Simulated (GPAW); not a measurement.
**free-standing square Co monolayer, spacing 2.5 A: cost and accuracy of the k mesh**

Aim: see how far moments and order energies of free-standing square Co monolayer, spacing 2.5 A move with the k mesh, and what each rung costs.

Calculated with GPAW 26.7.0; revPBE; plane waves with GPAW's PAW setups, scalar-relativistic.

Report form: the programs' logs are mostly left out.

## Step 1: The starting structure

The cell holds 1 atom: 1 Co. Cell: a = 2.500 Å, b = 2.500 Å, c = 14.000 Å, α = 90.0°, β = 90.0°, γ = 90.0°. model lattice. Vacuum lies along c.

## Step 2: Rung 1 (mesh 4×4×1), start ferro +

The ladder starts at a coarse mesh; cost grows with the number of points.

File order1.py:

```python
import json
import numpy as np
from ase import Atoms
from ase.parallel import paropen, parprint
from gpaw import GPAW

atoms = Atoms(['Co'],
    cell=[[2.5, 0.0, 0.0],
         [0.0, 2.5, 0.0],
         [0.0, 0.0, 14.0]],
    scaled_positions=[[0.0, 0.0, 0.5]],
    pbc=True,
    magmoms=[2.0])
atoms.calc = GPAW(mode={'name': 'pw', 'ecut': 550},
    xc='revPBE',
    kpts={'size': (4, 4, 1), 'gamma': True},
    occupations={'name': 'fermi-dirac', 'width': 0.1},
    convergence={'density': 1e-05, 'energy': 1e-05},
    maxiter=200,
    symmetry={'tolerance': 1e-4},
    txt='order1.txt')
e = atoms.get_potential_energy(force_consistent=True)
res = {'free_energy': e, 'energy_sigma0': atoms.get_potential_energy(), 'fermi_energy': atoms.calc.get_fermi_level()}
res['moments'] = atoms.get_magnetic_moments().tolist()
res['total'] = atoms.get_magnetic_moment()
parprint('site moments (muB):', np.round(res['moments'], 3))
parprint(f"total moment: {res['total']:.3f} muB")
parprint(f'free energy: {e:.6f} eV')
atoms.calc.write('order1.gpw')
with paropen('results.json', 'w') as f:
    json.dump(res, f)
```

Command:

```sh
$ OMP_NUM_THREADS=1 python3 order1.py > order1.log
```

Run time: 4.6 s. Hardware: 1 MPI rank of AMD EPYC 9R45 (Zen 5), shared host; peak memory 0.17 GiB.

Numbers from this step:

| Property | Result |
| --- | --- |
| magnetization | 2.092 μB |
| final state | ferromagnetic |
| largest moment | 2.028 μB |

After 15 cycles the largest moment stands at 2.03 μB.

## Step 3: Rung 1 (mesh 2×4×1), start antiferro q=(1/2,1/2,0) +-

The second start gives the energy difference between the two end states, the quantity that is followed up the ladder. Its q is in fractions of the reciprocal vectors of the first run's cell.

File order2.py:

```python
import json
import numpy as np
from ase import Atoms
from ase.parallel import paropen, parprint
from gpaw import GPAW

atoms = Atoms(['Co', 'Co'],
    cell=[[5.0, 0.0, 0.0],
         [2.5, 2.5, 0.0],
         [0.0, 0.0, 14.0]],
    scaled_positions=[[0.0, 0.0, 0.5],
         [0.5, 0.0, 0.5]],
    pbc=True,
    magmoms=[2.0, -2.0])
atoms.calc = GPAW(mode={'name': 'pw', 'ecut': 550},
    xc='revPBE',
    kpts={'size': (2, 4, 1), 'gamma': True},
    occupations={'name': 'fermi-dirac', 'width': 0.1},
    convergence={'density': 1e-05, 'energy': 1e-05},
    maxiter=200,
    symmetry={'tolerance': 1e-4},
    txt='order2.txt')
e = atoms.get_potential_energy(force_consistent=True)
res = {'free_energy': e, 'energy_sigma0': atoms.get_potential_energy(), 'fermi_energy': atoms.calc.get_fermi_level()}
res['moments'] = atoms.get_magnetic_moments().tolist()
res['total'] = atoms.get_magnetic_moment()
parprint('site moments (muB):', np.round(res['moments'], 3))
parprint(f"total moment: {res['total']:.3f} muB")
parprint(f'free energy: {e:.6f} eV')
atoms.calc.write('order2.gpw')
with paropen('results.json', 'w') as f:
    json.dump(res, f)
```

Command:

```sh
$ OMP_NUM_THREADS=1 python3 order2.py > order2.log
```

The job ended after 17 s (1 MPI rank; peak memory 0.29 GiB).

Numbers from this step:

- magnetization: 0 μB
- final state: antiferromagnetic
- largest moment: 1.729 μB

This start lies +288.9 meV a seeded atom from the first; its largest moment is 1.73 μB.

## Step 4: Rung 2 (mesh 6×6×1), start ferro +

order1.py is the script of step 2 with these lines changed:

```diff
@@ -15,3 +15,3 @@
     xc='revPBE',
-    kpts={'size': (4, 4, 1), 'gamma': True},
+    kpts={'size': (6, 6, 1), 'gamma': True},
     occupations={'name': 'fermi-dirac', 'width': 0.1},
```

Command:

```sh
$ OMP_NUM_THREADS=1 python3 order1.py > order1.log
```

Wall time 5.7 s (1 MPI rank); peak memory 0.17 GiB.

Numbers from this step:

```yaml
magnetization: 2.166 μB
final_state: ferromagnetic
largest_moment: 2.127 μB
```

The largest moment moves by +0.10 μB from rung 1, at 1.2 times its CPU time.

## Step 5: Rung 2 (mesh 3×6×1), start antiferro q=(1/2,1/2,0) +-

order2.py is the script of step 3 with these lines changed:

```diff
@@ -16,3 +16,3 @@
     xc='revPBE',
-    kpts={'size': (2, 4, 1), 'gamma': True},
+    kpts={'size': (3, 6, 1), 'gamma': True},
     occupations={'name': 'fermi-dirac', 'width': 0.1},
```

Command:

```sh
$ OMP_NUM_THREADS=1 python3 order2.py > order2.log
```

The job ended after 22 s (1 MPI rank; peak memory 0.31 GiB).

Numbers from this step:

- magnetization: 0 μB
- final state: antiferromagnetic
- largest moment: 1.762 μB

This start lies +351.3 meV a seeded atom from the first, a change of +62.4 meV since rung 1; its largest moment is 1.76 μB.

## Step 6: Rung 3 (mesh 8×8×1), start ferro +

order1.py is the script of step 4 with these lines changed:

```diff
@@ -15,3 +15,3 @@
     xc='revPBE',
-    kpts={'size': (6, 6, 1), 'gamma': True},
+    kpts={'size': (8, 8, 1), 'gamma': True},
     occupations={'name': 'fermi-dirac', 'width': 0.1},
```

Command:

```sh
$ OMP_NUM_THREADS=1 python3 order1.py > order1.log
```

The job ended after 6.1 s (1 MPI rank; peak memory 0.18 GiB).

Read from the output:

```yaml
magnetization: 2.126 μB
final_state: ferromagnetic
largest_moment: 2.105 μB
```

The largest moment moves by -0.02 μB from rung 2, at 1.1 times its CPU time.

## Step 7: Rung 3 (mesh 4×8×1), start antiferro q=(1/2,1/2,0) +-

order2.py is the script of step 5 with these lines changed:

```diff
@@ -16,3 +16,3 @@
     xc='revPBE',
-    kpts={'size': (3, 6, 1), 'gamma': True},
+    kpts={'size': (4, 8, 1), 'gamma': True},
     occupations={'name': 'fermi-dirac', 'width': 0.1},
```

Command:

```sh
$ OMP_NUM_THREADS=1 python3 order2.py > order2.log
```

The job ended after 33 s (1 MPI rank; peak memory 0.32 GiB).

This step gave:

| Item | Value |
| --- | --- |
| magnetization | 0 μB |
| final state | antiferromagnetic |
| largest moment | 1.697 μB |

This start lies +331.5 meV a seeded atom from the first, a change of -19.9 meV since rung 2; its largest moment is 1.70 μB.

## Step 8: Rung 4 (mesh 10×10×1), start ferro +

order1.py is the script of step 6 with these lines changed:

```diff
@@ -15,3 +15,3 @@
     xc='revPBE',
-    kpts={'size': (8, 8, 1), 'gamma': True},
+    kpts={'size': (10, 10, 1), 'gamma': True},
     occupations={'name': 'fermi-dirac', 'width': 0.1},
```

Command:

```sh
$ OMP_NUM_THREADS=1 python3 order1.py > order1.log
```

Wall time 7.5 s (1 MPI rank); peak memory 0.19 GiB.

Read from the output:

- magnetization: 2.055 μB
- final state: ferromagnetic
- largest moment: 2.060 μB

The largest moment moves by -0.05 μB from rung 3, at 1.2 times its CPU time.

## Step 9: Rung 4 (mesh 5×10×1), start antiferro q=(1/2,1/2,0) +-

order2.py is the script of step 7 with these lines changed:

```diff
@@ -16,3 +16,3 @@
     xc='revPBE',
-    kpts={'size': (4, 8, 1), 'gamma': True},
+    kpts={'size': (5, 10, 1), 'gamma': True},
     occupations={'name': 'fermi-dirac', 'width': 0.1},
```

Command:

```sh
$ OMP_NUM_THREADS=1 python3 order2.py > order2.log
```

Wall time 40 s (1 MPI rank); peak memory 0.34 GiB.

Read from the output:

```
magnetization  : 0 μB
final state    : antiferromagnetic
largest moment : 1.705 μB
```

This start lies +309.7 meV a seeded atom from the first, a change of -21.8 meV since rung 3; its largest moment is 1.71 μB.

## Step 10: Rung 5 (mesh 14×14×1), start ferro +

order1.py is the script of step 8 with these lines changed:

```diff
@@ -15,3 +15,3 @@
     xc='revPBE',
-    kpts={'size': (10, 10, 1), 'gamma': True},
+    kpts={'size': (14, 14, 1), 'gamma': True},
     occupations={'name': 'fermi-dirac', 'width': 0.1},
```

Command:

```sh
$ OMP_NUM_THREADS=1 python3 order1.py > order1.log
```

Elapsed: 10 s, on 1 MPI rank; peak memory 0.21 GiB.

Numbers from this step:

* magnetization: 2.046 μB
* final state: ferromagnetic
* largest moment: 2.055 μB

The largest moment is that of rung 4, at 1.4 times its CPU time.

## Step 11: Rung 5 (mesh 7×14×1), start antiferro q=(1/2,1/2,0) +-

order2.py is the script of step 9 with these lines changed:

```diff
@@ -16,3 +16,3 @@
     xc='revPBE',
-    kpts={'size': (5, 10, 1), 'gamma': True},
+    kpts={'size': (7, 14, 1), 'gamma': True},
     occupations={'name': 'fermi-dirac', 'width': 0.1},
```

Command:

```sh
$ OMP_NUM_THREADS=1 python3 order2.py > order2.log
```

The job ended after 63 s (1 MPI rank; peak memory 0.39 GiB).

This step gave:

```
magnetization  : 0 μB
final state    : antiferromagnetic
largest moment : 1.699 μB
```

This start lies +319.5 meV a seeded atom from the first, a change of +9.8 meV since rung 4; its largest moment is 1.70 μB.

## Step 12: The rungs together

Ladder, by row:

```csv
rung,mesh,state from the first start,state from the second start,second less first (meV a seeded atom),"moment, first (μB)","moment, second (μB)",CPU time (s)
1,4x4x1,ferromagnetic,antiferromagnetic,288.9,2.028,1.729,20.86
2,6x6x1,ferromagnetic,antiferromagnetic,351.3,2.127,1.762,27.15
3,8x8x1,ferromagnetic,antiferromagnetic,331.5,2.105,1.697,38.6
4,10x10x1,ferromagnetic,antiferromagnetic,309.7,2.06,1.705,47.61
5,14x14x1,ferromagnetic,antiferromagnetic,319.5,2.055,1.699,73.31
```

## Step 13: Summary of results

```yaml
range_of_the_moment_in_the_table_first_start: 2.03 to 2.13 μB
range_of_cpu_time: 21 s to 73 s
range_of_the_energy_difference: 289 to 351 meV a seeded atom
first_rung_from_which_all_stay_within_16_mev_of_the_last: 3
```

In words: From rung 3 on the result stays within 12 meV of the last rung, inside the margin of 16 meV set for it, at 53 % of the last rung's cost. The first start ends lower on every rung of the table; whether functional and cell give the true order is another question.

[Logs and program files are shortened in this print: banners, set-up blocks, solver, clock and traceback lines can be left out without a mark of their own.]

[Logs are printed without paths, hosts, clocks, repeated set-up lines and the standing remarks that a program may print on its own settings, such as how far it seeks lower states.]

[Hosts, paths, dates, database ids (printed as entryN), source tags and the programs' standing remarks are cut or masked in the printed files.]

[Where a cell is said to come from a database of computed structures, the database is the Materials Project.]
